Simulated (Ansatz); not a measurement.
**Nudged elastic band run: Si$_{16}$O**

Input:

```yaml
crystal:
  lattice:
    - [0.0, 5.43, 5.43]
    - [5.43, 0.0, 5.43]
    - [5.43, 5.43, 0.0]
  atoms:
    - { symbol: Si, position: [0.00250065, -0.00415931, 0.00107569] }
    - { symbol: Si, position: [0.12161892, 0.1240688, 0.12953564] }
    - { symbol: Si, position: [0.0090335, 0.0400329, 0.50456472] }
    - { symbol: Si, position: [0.14305239, 0.1524256, 0.62970255] }
    - { symbol: Si, position: [-0.01923313, 0.49547689, -0.02726293] }
    - { symbol: Si, position: [0.11489206, 0.62083017, 0.0848613] }
    - { symbol: Si, position: [-0.01183729, 0.50867702, 0.45586485] }
    - { symbol: Si, position: [0.13645093, 0.66904492, 0.61661223] }
    - { symbol: Si, position: [0.49654478, 0.00243865, 0.00130567] }
    - { symbol: Si, position: [0.62763364, 0.12425481, 0.12290496] }
    - { symbol: Si, position: [0.51666836, 0.0019587, 0.49711391] }
    - { symbol: Si, position: [0.63597173, 0.12813133, 0.62716752] }
    - { symbol: Si, position: [0.48795832, 0.49835344, -0.00245277] }
    - { symbol: Si, position: [0.60717738, 0.62825339, 0.12395178] }
    - { symbol: Si, position: [0.50190246, 0.5016511, 0.49995172] }
    - { symbol: Si, position: [0.62289374, 0.62597252, 0.62410392] }
    - { symbol: O, position: [0.06344057, 0.68922746, 0.43481164] }
magnetization:
  spin_polarized: true
basis:
  ecutwfc: 420.0
kpoints:
  mp_grid: { grid: [2, 2, 2] }
hamiltonian:
  xc: pbe
  dispersion: d3bj
  pseudopotentials: { kind: paw, azcp: { folder: soft_1 } }
scf:
  occupations: { method: gaussian, width: 0.02 }
  lower_state_search: "off"
neb:
  images: 5
  f_tol: 0.05
  initial_path: idpp
  max_iterations: 51
  final_atoms:
    - { symbol: Si, position: [-0.0004597, 0.00246448, 0.00058679] }
    - { symbol: Si, position: [0.124101, 0.12415888, 0.12921226] }
    - { symbol: Si, position: [-0.05480351, 0.04051771, 0.50423621] }
    - { symbol: Si, position: [0.10877193, 0.12780144, 0.62644277] }
    - { symbol: Si, position: [0.04996122, 0.49561716, -0.02711892] }
    - { symbol: Si, position: [0.14059178, 0.62831622, 0.12316558] }
    - { symbol: Si, position: [-0.00200841, 0.50128875, 0.49912759] }
    - { symbol: Si, position: [0.07777031, 0.66938369, 0.61648993] }
    - { symbol: Si, position: [0.50001852, -0.00429973, 0.00092633] }
    - { symbol: Si, position: [0.62506107, 0.12401091, 0.12246736] }
    - { symbol: Si, position: [0.48433964, 0.00127844, 0.49664626] }
    - { symbol: Si, position: [0.57372054, 0.15257804, 0.6294931] }
    - { symbol: Si, position: [0.51613274, 0.49813152, -0.00320383] }
    - { symbol: Si, position: [0.6785912, 0.62061467, 0.08491242] }
    - { symbol: Si, position: [0.54706619, 0.50872753, 0.45598737] }
    - { symbol: Si, position: [0.62866373, 0.62532957, 0.62325905] }
    - { symbol: O, position: [0.31244732, 0.69104397, 0.43605438] }
  order_check: true
```

Run as:

```bash
$ ansatz run input.yaml --threads 2 --pin off --max-ram 5120MiB --backend cpu --events-out ev --progress --plain --runs-dir out
```

Output, in part (warnings, iteration lines):

```
NEB end point (image 0): max|allowed force component| = 1.045e-2 eV/Å (the criterion of neb.relax_end_points is 1.000e-2)
NEB end point (image 6): max|allowed force component| = 1.001e-2 eV/Å (the criterion of neb.relax_end_points is 1.000e-2)
NEB iter   1: max|band force component| = 4.790e0 eV/Å  barrier→ = 2.8181 eV  barrier← = 2.8181 eV  Δτ_max = 0.2000 Å  (71 SCF iters)
NEB iter   2: max|band force component| = 3.274e0 eV/Å  barrier→ = 2.1265 eV  barrier← = 2.1265 eV  Δτ_max = 0.2000 Å  (38 SCF iters)
NEB iter   3: max|band force component| = 1.828e0 eV/Å  barrier→ = 1.7078 eV  barrier← = 1.7078 eV  Δτ_max = 0.1967 Å  (38 SCF iters)
NEB iter   4: max|band force component| = 8.711e-1 eV/Å  barrier→ = 1.5338 eV  barrier← = 1.5338 eV  Δτ_max = 0.1860 Å  (36 SCF iters)
NEB iter   5: max|band force component| = 5.182e-1 eV/Å  barrier→ = 1.4613 eV  barrier← = 1.4613 eV  CI = image 3  Δτ_max = 0.1168 Å  (36 SCF iters)
NEB iter   6: max|band force component| = 2.372e-1 eV/Å  barrier→ = 1.4726 eV  barrier← = 1.4726 eV  CI = image 3  Δτ_max = 0.0844 Å  (36 SCF iters)
NEB iter   7: max|band force component| = 2.315e-1 eV/Å  barrier→ = 1.4595 eV  barrier← = 1.4595 eV  CI = image 3  Δτ_max = 0.0569 Å  (33 SCF iters)
NEB iter   8: max|band force component| = 6.493e-2 eV/Å  barrier→ = 1.4550 eV  barrier← = 1.4550 eV  CI = image 3  Δτ_max = 0.0346 Å  (33 SCF iters)
NEB iter   9: max|band force component| = 4.949e-2 eV/Å  barrier→ = 1.4538 eV  barrier← = 1.4538 eV  CI = image 3  CI's point: of a kind that is not told: the force calls were inconclusive, a negative curvature could not be distinguished from the path's own, the only one lies far off the path, or fixed occupations may fill a level only in part  Δτ_max = 0.0000 Å  (318 SCF iters)
```

The forces met the threshold. Neighbouring images differ by up to 1.4 eV, so the band resolves the path poorly. By the program's own check the climbing image is of a kind that is not told: the force calls were inconclusive, a negative curvature could not be distinguished from the path's own, the only one lies far off the path, or fixed occupations may fill a level only in part (lowest curvatures found: -17.24 and 0.07 eV/Å²). Limits of this set-up: coarse k mesh.

Final band (atoms are numbered from 1 in the order of the input):

```tsv
image	path coordinate (Å)	energy (eV)	Si7–O17 (Å)	Si15–O17 (Å)
0	0.00	0.00	1.66	3.13
1	0.80	0.01	1.66	2.88
2	1.60	0.05	1.66	2.63
3	2.41	1.45	1.90	1.95
4	3.23	0.06	2.63	1.67
5	4.05	0.01	2.88	1.66
6	4.88	0.00	3.14	1.66
```

Run time: 5.6 min on 2 threads of Arm Neoverse V2, with other jobs on the host, peak memory 1.5 GiB.
